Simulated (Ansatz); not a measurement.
SrO (rocksalt): a single-point calculation in Ansatz (PBE0). The geometry is the r2SCAN minimum.

```yaml
crystal:
  lattice:
    - [0.0, 2.5798923265, 2.5798923265]
    - [2.5798923265, 0.0, 2.5798923265]
    - [2.5798923265, 2.5798923265, 0.0]
  atoms:
    - { symbol: Sr, position: [0.0, 0.0, 0.0] }
    - { symbol: O, position: [0.5, 0.5, 0.5] }
kpoints:
  mp_grid: { grid: [6, 6, 6] }
  band_path:
    path:
      - [0.0, 0.0, 0.0]
      - [0.5, 0.0, 0.5]
      - [0.625, 0.25, 0.625]
      - [0.375, 0.375, 0.75]
      - [0.5, 0.5, 0.5]
      - [0.5, 0.25, 0.75]
      - [0.0, 0.5, 0.5]
    npoints: 1
hamiltonian:
  xc: pbe0
scf:
  occupations: { method: fixed }
  n_extra_bands: 4
output:
  forces: true
  stress: true
  eigenvalues: true
```

The output follows, shortened, with numbered blanks.
```
scf.n_extra_bands = 4 over 8 filled bands (N_el = 16.0): the run solves 12 bands
Functional definition: PBE0
Crystal: 2 atoms, lattice volume = 34.343 Å³
Basis set: ecut = 420 eV, 645 PW (Γ)
[1]
[warm-up without exact exchange]
SCF 1 stopped early in 2 iterations: F = -4114.624712 eV  dr2 = 5.13e-5
[exact exchange on]
SCF 2 stopped early in 6 iterations: F = -4116.881604 eV  dr2 = 5.82e-6
hybrid outer 1: dexx = +7.871e-3 eV, tail = 2.01e-5 eV
SCF 3 converged in 3 iterations: F = -4116.881661 eV  dr2 = 5.57e-9
hybrid outer 2: dexx = +3.964e-7 eV, tail = 1.78e-8 eV, Δε = 3.81e-3 eV
Free energy (F): -4116.881661 eV
[2]
--- Stress (GPa, compression-positive) ---
       -0.382096       0.000000       0.000000
        0.000000      -0.382096       0.000000
        0.000000       0.000000      -0.382096
  P = ⅓ Tr σ = -0.3821 GPa (-3.821 kbar)
--- Band table (eV; the first three rows and the last of 16) ---
[3]
```

The rows of the band table are 0: (0, 0, 0) = Γ, 1: (0, 0, 1/6), 2: (0, 0, 1/3), 15: (1/6, -1/2, -1/3).

**Question.** What stood in the gaps? They hold the Fermi energy and the band table, the symmetry found.

**Answer.**
```
[1]
Symmetry: 48 space group operations
Space group: Fm-3m (ITA 225)
[2]
Fermi energy:    6.368385 eV
[3]
  k-point 0: bands = […, -8.2594, -8.2594, -8.2594, 6.3684, 6.3684, 6.3684, 12.4881, 15.0293, 15.0293, 15.0293]
  k-point 1: bands = […, -8.2791, -8.2791, -7.9271, 5.6441, 6.0353, 6.0353, 13.6712, 14.7710, 15.5857, 15.5857]
  k-point 2: bands = […, -8.3177, -8.3177, -7.4769, 4.5597, 5.4531, 5.4531, 14.9495, 15.8757, 16.9570, 16.9570]
  k-point 15: bands = […, -9.1180, -8.8065, -8.0173, 5.4370, 5.8680, 6.0219, 13.3152, 16.3846, 17.3620, 20.0999]
```
The trailing digits, and the zero of the energies, depend on the potentials and thresholds.

With PBE0 the valence top lies at Γ and the conduction bottom at X, 5.53 eV higher; the smallest vertical gap, at X, is 5.63 eV. The gap is the least over the mesh and the extra points. The mean stress, -0.4 GPa, is small, and the program warns that its thresholds are loose for a hybrid's stress.

Command: `ansatz run input.yaml --threads 2 --pin off --max-ram 2211MiB --backend cpu --events-out ev --progress --plain --runs-dir out`. It took 20 s on 2 threads of Arm Neoverse V2, on a shared host, load about 0.4 per core; peak host memory 0.81 GiB.

Calculated for a static, non-magnetic cell.

The meshes of the hybrids are coarse, so their gaps aren't converged to the digits shown.
